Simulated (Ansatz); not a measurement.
TePb: elastic constants with PBE

Crystal: TePb.

```
CELL_PARAMETERS angstrom
0.00000 3.23100 3.23100
3.23100 0.00000 3.23100
3.23100 3.23100 0.00000
ATOMIC_POSITIONS crystal
Pb 0.00000 0.00000 0.00000
Te 0.50000 0.50000 0.50000
```

```
Program             : Ansatz 0.2.0
Task                : elastic constants
Functional          : PBE
Potentials or basis : Ansatz PAW
Cutoff              : 420 eV (not typed: the program's choice for these potentials)
k mesh              : 5 × 5 × 5
Occupations         : fixed
Spin                : no spin polarisation
Atoms under strain  : relaxed
```

The pressure is 2.1 GPa and the elastic constants C11, C12, C44 are 130, 7, 14 GPa. The voigt bulk modulus is 48 GPa.

Levels at points of the mesh, in eV from the Fermi level:
```csv
k point,band 12,band 13,band 14,band 15,band 16,band 17,band 18,band 19
"(0.00, 0.00, 0.00)",-5.43,-1.19,-1.19,-1.19,4.24,4.24,4.24,5.98
```

Elastic tensor in Voigt notation (GPa, in the Cartesian axes of the cell as first typed):
```
130   7   7   0   0   0
  7 130   7   0   0   0
  7   7 130   0   0   0
  0   0   0  14   0   0
  0   0   0   0  14   0
  0   0   0   0   0  14
```

Run time: 2.7 s on 2 threads of AMD EPYC 9R14 (Zen 4), on a shared host, peak memory 0.42 GiB.

Caveat: this odd mesh misses L, where the gap lies, so gap, dielectric constants and Born charges aren't listed. Spin-orbit coupling is left out, which matters for the levels of Pb, Te.
